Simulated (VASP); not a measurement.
Write the native input for VASP 6.6.1 that does the following.

| Quantity | Value |
| --- | --- |
| Task | relaxation of cell and atoms |
| Functional | PBEsol |
| Potentials or basis | VASP PAW PBE potentials, release 64 (Te) |
| Cutoff | 600 eV |
| k mesh | 9 × 9 × 5 |
| Occupations | gaussian, width 0.03 eV |
| Spin | no spin polarisation |
| Further INCAR settings | ALGO = Normal; EDIFF = 1e-06; IBRION = 2; EDIFFG = -0.01; NSW = 90; ISIF = 3 |

The structure of Te lies in POSCAR:

```
Te
1.0
    4.4540000000      0.0000000000      0.0000000000
   -2.2270000000      3.8572771485      0.0000000000
    0.0000000000      0.0000000000      5.9240000000
Te
3
Direct
    0.2690000000      0.0000000000      0.3333333333
    0.0000000000      0.2690000000      0.6666666667
    0.7310000000      0.7310000000      0.0000000000
```

These files were run (other wordings do the same):

INCAR

```
SYSTEM = Te
  PREC = Accurate
  ENCUT = 600
  EDIFF = 1E-6
  ISMEAR = 0
  SIGMA = 0.03
  LREAL = .FALSE.
  LASPH = .TRUE.
  NELM = 80
  ALGO = Normal
  ISIF = 3
  LWAVE = .FALSE.
  LCHARG = .FALSE.
  GGA = PS
  IBRION = 2
  NSW = 90
  EDIFFG = -0.01
```

KPOINTS

```
Automatic mesh
0
G
  9 9 5
  0 0 0
```

Potentials or basis: VASP PAW PBE potentials, release 64 (Te).

Launch:

```console
$ cat potpaw_PBE.64/Te/POTCAR > POTCAR
$ mpirun -np 1 vasp_std > vasp.out
```

It gave:

```
Relaxed volume                         : 32.05 Å³/atom
Relaxed cell                           : a = 4.314 Å, b = 4.314 Å, c = 5.965 Å, α = 90.00°, β = 90.00°, γ = 120.00°
Space group after relaxing (to 0.05 Å) : P3_121 (No. 152)
Energy gained by relaxing              : 11.3 meV/atom
Ionic steps                            : 10
Pressure after relaxing                : 0.0 GPa
Largest force after relaxing           : 0.010 eV/Å
Band gap on the k mesh                 : 0.43 eV, indirect (least direct gap 0.51 eV)
```

Caveat: the PAW data sets were made with another functional, which shifts forces and pressure a little; spin-orbit coupling is left out, which moves the levels of the heavy elements; an odd mesh through Γ misses points on the zone boundary, where band edges often lie.

It took 2.9 min on 1 thread of Intel(R) Xeon(R) 6975P-C (Granite Rapids) (shared host), peak memory 0.29 GiB.
